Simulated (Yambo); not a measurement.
Here is a Yambo 5.3.0 calculation.

The input optics3.in:

```
optics
chi
Chimod= "IP"
% BndsRnXd
 1 | 30 |
%
% LongDrXd
 1 | 1 | 0 |
%
% QpntsRXd
 1 | 1 |
%
% EnRngeXd
 0 | 20 | eV
%
% DmRngeXd
 0.3 | 0.3 | eV
%
ETStpsXd= 300
```

The input scf.in:

```
&CONTROL
  calculation = 'scf'
  prefix = 'pwscf'
  outdir = './tmp'
  pseudo_dir = './pseudo'
/
&SYSTEM
  ibrav = 0
  nat = 2
  ntyp = 2
  ecutwfc = 88
  nbnd = 16
  occupations = 'smearing'
  smearing = 'fd'
  degauss = 0.00367493
  force_symmorphic = .true.
/
&ELECTRONS
  conv_thr = 4d-10
  electron_maxstep = 120
  mixing_beta = 0.5
/
ATOMIC_SPECIES
Te   127.6000 Te.upf
Be     9.0122 Be.upf
CELL_PARAMETERS angstrom
   0.0000000000    2.7700000000    2.7700000000
   2.7700000000    0.0000000000    2.7700000000
   2.7700000000    2.7700000000    0.0000000000
ATOMIC_POSITIONS angstrom
Te     4.1550000000    4.1550000000    4.1550000000
Be     0.0000000000    0.0000000000    0.0000000000
K_POINTS automatic
12 12 12 0 0 0
```

The input nscf.in:

```
&CONTROL
  calculation = 'nscf'
  prefix = 'pwscf'
  outdir = './tmp'
  pseudo_dir = './pseudo'
/
&SYSTEM
  ibrav = 0
  nat = 2
  ntyp = 2
  ecutwfc = 88
  nbnd = 30
  occupations = 'fixed'
  force_symmorphic = .true.
/
&ELECTRONS
  conv_thr = 1d-08
  diago_full_acc = .true.
  diago_thr_init = 1d-06
/
ATOMIC_SPECIES
Te   127.6000 Te.upf
Be     9.0122 Be.upf
CELL_PARAMETERS angstrom
   0.0000000000    2.7700000000    2.7700000000
   2.7700000000    0.0000000000    2.7700000000
   2.7700000000    2.7700000000    0.0000000000
ATOMIC_POSITIONS angstrom
Te     4.1550000000    4.1550000000    4.1550000000
Be     0.0000000000    0.0000000000    0.0000000000
K_POINTS automatic
12 12 12 0 0 0
```

Potentials or basis: PseudoDojo 0.4.1 SR PBEsol standard.

The run is started by

```sh
$ OMP_NUM_THREADS=1 pw.x -in scf.in > scf.out
$ OMP_NUM_THREADS=1 pw.x -in nscf.in > nscf.out
$ cd tmp/pwscf.save; p2y; mv SAVE ../..; cd ../..
$ OMP_NUM_THREADS=1 yambo
$ OMP_NUM_THREADS=1 yambo -F optics3.in -J optics3 -C optics3_out
```

Task: Estimate the absorption peak.

Result: 5.02 eV.

Task: Estimate the electronic dielectric constant along the field.

Result: 8.05.

Task: Predict the band gap on the k mesh, mean-field level.

Result: 1.75 eV, indirect (least direct gap 3.60 eV).

Dielectric function (along the field direction of the input):
| energy (eV) | real part | imaginary part |
| --- | --- | --- |
| 0.27 | 8.06 | 0.39 |
| 1.27 | 8.48 | 0.47 |
| 2.34 | 9.80 | 0.79 |
| 3.34 | 13.22 | 2.37 |
| 4.41 | 15.04 | 12.61 |
| 5.42 | 1.11 | 17.41 |
| 6.49 | -5.50 | 8.25 |
| 7.49 | -3.94 | 5.84 |
| 8.56 | -3.11 | 2.57 |
| 9.57 | -2.15 | 2.18 |
| 10.64 | -1.59 | 1.42 |
| 11.64 | -1.16 | 1.02 |
| 12.71 | -0.82 | 0.86 |
| 13.71 | -0.53 | 0.62 |
| 14.78 | -0.37 | 0.57 |
| 15.79 | -0.17 | 0.43 |
| 16.86 | -0.10 | 0.32 |
| 17.86 | 0.05 | 0.24 |
| 18.93 | 0.18 | 0.19 |
| 20.00 | 0.30 | 0.18 |

Caveat: independent-particle spectra lack excitons; spin-orbit coupling is left out, which moves the levels of the heavy elements. A hybrid or GW would open this gap; PBEsol tends to underestimate it.
